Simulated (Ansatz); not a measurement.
The system is Rh.

```
CELL_PARAMETERS angstrom
0.00000 1.89785 1.89785
1.89785 0.00000 1.89785
1.89785 1.89785 0.00000
ATOMIC_POSITIONS crystal
Rh 0.00000 0.00000 0.00000
```

```yaml
Program: Ansatz 0.2.0
Task: single point
Functional: PBEsol
Potentials_or_basis: all-electron LAPW, scalar-relativistic
Cutoff: 278 eV (chosen from the basis error)
Basis_error_allowed: 0.001 eV/atom
k_mesh: 12 × 12 × 12
Occupations: fermi-dirac, width 0.05 eV
Spin: no spin polarisation
```

On this cell: pressure -3.7 GPa; band gap on the k mesh none (metal or under the smearing width).

The same run follows on a disturbed copy (cell strained at random at fixed volume):

```
CELL_PARAMETERS angstrom
-0.03933 1.88309 1.96246
1.90193 0.03281 1.89032
1.92465 1.83367 0.01009
ATOMIC_POSITIONS crystal
Rh 0.00477 0.00350 0.99418
```

What changes?

The energy (extrapolated to zero smearing) moves by +42.9 meV/atom; pressure -2.5 GPa; band gap on the k mesh none (metal or under the smearing width).

Stress tensor (GPa, compression positive):
```
-7.51  1.95  5.50
 1.95  4.86 -9.97
 5.50 -9.97 -4.76
```
